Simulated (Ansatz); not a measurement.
A trial cell of B₂P₃, before relaxation:

```
CELL_PARAMETERS angstrom
3.71881 0.00000 0.00000
-1.85940 3.22058 0.00000
0.00000 0.00000 5.79112
ATOMIC_POSITIONS crystal
B 0.33333 0.66667 0.25000
B 0.66667 0.33333 0.75000
P 0.25000 0.25000 0.00000
P 0.75000 0.00000 0.00000
P 0.00000 0.75000 0.00000
```

The calculation used DFT PBE, scalar-relativistic, plane waves, PAW (Ansatz 0.2.0). Cutoff 420 eV, Gaussian smearing, Γ-centred meshes. Cell and atoms relax first on a coarse mesh and then on a finer one. In between, the cell is made exact in the group found at 0.06 Å. In metals the finer mesh still leaves noise of several meV/atom or more. The steps can't lower the symmetry of their start. No spin polarisation.

A guess keeps its type if space group and coordination stay and the shape of the cell changes little (axis ratios within about 15 %, angles within 6°); the volume may change.

Problem. Will the relaxed cell still be of the starting type?

Solution. It doesn't keep its type. The symmetry goes from P321 (No. 150) to P-62m (No. 189). The volume per atom shrinks by 6.5 %, from 13.9 to 13.0 Å³. The shortest distance goes from 1.61 Å (P–P) to 1.94 Å (B–P). Counting neighbours within 15 % of an atom's shortest distance, the start has B 3, P 2 and the end B 3, P 2. In detail, at the end B is surrounded by 3 P at 1.94 Å and 2 B at 2.39 Å; P has 2 B at 1.94 Å and 2 P at 2.39 Å.

```xyz
5
Lattice="5.5991 0.0000 0.0000 -2.7995 4.8489 0.0000 0.0000 0.0000 2.3879" Properties=species:S:1:pos:R:3 pbc="T T T"
B     0.0000    3.2326    0.0000
B     2.7995    1.6163    0.0000
P     0.8648    1.4979    0.0000
P     3.8694    0.0000    0.0000
P    -1.9347    3.3510    0.0000
```

Energies over the elements count from the elements' standard structures at the same level, with no fitted energy shifts. The references include black phosphorus.

Problem. At what energy does it end?

Solution. +0.27 eV/atom. A positive value: parting into the elements would lower its energy.

The last run used a 12×12×16 mesh (in the run's order of axes) for its 5-atom cell and Gaussian smearing of 0.10 eV. An odd number of electrons in the primitive cell allows no gap without spin; a larger cell or a magnetic state could open one. The cell is a metal run without spin; a magnetic state may lie lower. The reference form of P is held partly by dispersion forces, which this level lacks. A structure relaxed within its symmetry needn't be a true minimum.
